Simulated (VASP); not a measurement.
Write the native input for VASP 6.6.1 that does the following.

```
Task                   : relaxation of cell and atoms
Functional             : PBE
Potentials or basis    : VASP PAW PBE potentials, release 64 (Mg, B)
Cutoff                 : 600 eV
k mesh                 : 15 × 15 × 10
Occupations            : methfessel-paxton, width 0.1 eV
Spin                   : no spin polarisation
Target pressure        : 6.15 GPa
Further INCAR settings : ALGO = Normal; EDIFF = 1e-07; IBRION = 2; EDIFFG = -0.005; NSW = 90; ISIF = 3
Target pressure        : 6.15 GPa
```

The structure of MgB2 lies in POSCAR:

```
MgB2                                    
1.0
    3.0384726367     -0.0000000000     -0.0000000000
   -1.5192363183      2.6313944921     -0.0000000000
   -0.0000000000      0.0000000000      3.4655496898
  Mg              B             
     1     2
Direct
     0.0000000000000000    1.0000000000000000    0.0000000000000000
     0.3333333332999970    0.6666666667000030    0.5000000000000000
     0.6666666667000030    0.3333333332999970    0.5000000000000000
```

These files were run (other wordings do the same):

INCAR

```
PREC = Accurate
ENCUT = 600
EDIFF = 1E-7
ISMEAR = 1
SIGMA = 0.1
LREAL = F
LASPH = T
NELM = 80
ALGO = Normal
ISIF = 3
LWAVE = F
LCHARG = F
GGA = PE
IBRION = 2
NSW = 90
EDIFFG = -0.005
PSTRESS = 61.5
```

KPOINTS

```
regular mesh
0
Gamma
  15 15 10
```

Potentials or basis: VASP PAW PBE potentials, release 64 (Mg, B).

Command:

```console
$ cat potpaw_PBE.64/Mg/POTCAR potpaw_PBE.64/B/POTCAR > POTCAR
$ mpirun -np 1 vasp_std > vasp.out
```

It gave:

```
Pressure after relaxing : 6.2 GPa
Band gap on the k mesh  : none (metal or under the smearing width)
```

Caveat: the relaxation stopped at its first step, so nothing moved; the cell is relaxed towards a set pressure, so the enthalpy falls and the energy may rise.

Run time: 12 s on 1 thread of Intel(R) Xeon(R) 6975P-C (Granite Rapids) (shared host), peak memory 0.18 GiB.
